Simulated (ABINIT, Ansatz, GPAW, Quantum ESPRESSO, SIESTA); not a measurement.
# One calculation of V, 5 ways

```
V
1.0
    -1.51435    1.51435    1.51435
     1.51435   -1.51435    1.51435
     1.51435    1.51435   -1.51435
V
1
Direct
  0.00000 0.00000 0.00000
```

Alike in all runs: task band structure; functional LDA; k mesh 12 × 12 × 12; occupations fermi-dirac, width 0.05 eV; collinear spin, ferromagnetic start; no spin-orbit coupling. LDA stands for any of its common fits. Pressure is positive in compression and, in plane waves, holds the error of the finite cutoff.

| program and potentials | plane-wave cutoff (eV) | notes | pressure (GPa) | net moment per atom (μB) |
| --- | --- | --- | --- | --- |
| SIESTA, files PseudoDojo sr-lda-0.4.1-standard, DZP (energy shift 0.003 Ry; two zetas on semicore shells) | - | atomic basis | -17.22 | 0.00 |
| GPAW, the program's PAW data sets (release 1.2.1) made for this functional | 600 | - | -17.10 | 0.00 |
| Quantum ESPRESSO, PseudoDojo 0.4.1 SR LDA standard | 1143 | - | -17.62 | 0.00 |
| ABINIT, JTH PAW LDA v2.0 | 408 | - | -17.19 | 0.00 |
| Ansatz, all-electron LAPW, scalar-relativistic | - | - | -17.78 | 0.00 |

The pressure spans -17.78 (Ansatz, all-electron LAPW, scalar-relativistic) to -17.10 GPa (GPAW, the program's PAW data sets (release 1.2.1) made for this functional), with all-electron results at -17.78. All agree on the net moment per atom. The cell lies far from this level's equilibrium. The state is the one that the start led to, which needn't be the lowest. Rows in atomic bases carry the error of their basis and grid, which can be large.

Differences between rows come from potentials, basis sets and numerical settings, since the functional is the same but for its coding. Runs on potential files found faulty are left out.
